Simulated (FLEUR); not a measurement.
The system is Tb.

```
CELL_PARAMETERS angstrom
3.60100 0.00000 0.00000
-1.80050 3.11856 0.00000
0.00000 0.00000 5.69360
ATOMIC_POSITIONS crystal
Tb 0.66667 0.33333 0.75000
Tb 0.33333 0.66667 0.25000
```

Base run:

```yaml
Program: FLEUR MaX-R8.1 (later development tree)
Functional: PBEsol
Potentials_or_basis: all-electron
Basis: FLAPW
Kmax: 4.1 1/bohr
k_mesh: 9 × 9 × 5
Occupations: fermi-dirac, width 0.05 eV
Spin: collinear spin, ferromagnetic start
Starting_moments: "[6.0, 6.0] μB"
```

Its results: net moment 12.02 μB per cell; site moments Tb +5.89 μB.

**Question.** The run is repeated on the same cell with these changes: functional from PBEsol to r2SCAN. What comes out?

**Answer.** Net moment 13.30 μB per cell; site moments Tb +6.23 μB.

Caveats: the magnetic or orbital state may not be the lowest; the meta-GGA is that of a development version, with a GGA for the radial functions and cores and without core tails (some runs).

Not every run made on this cell is shown here.
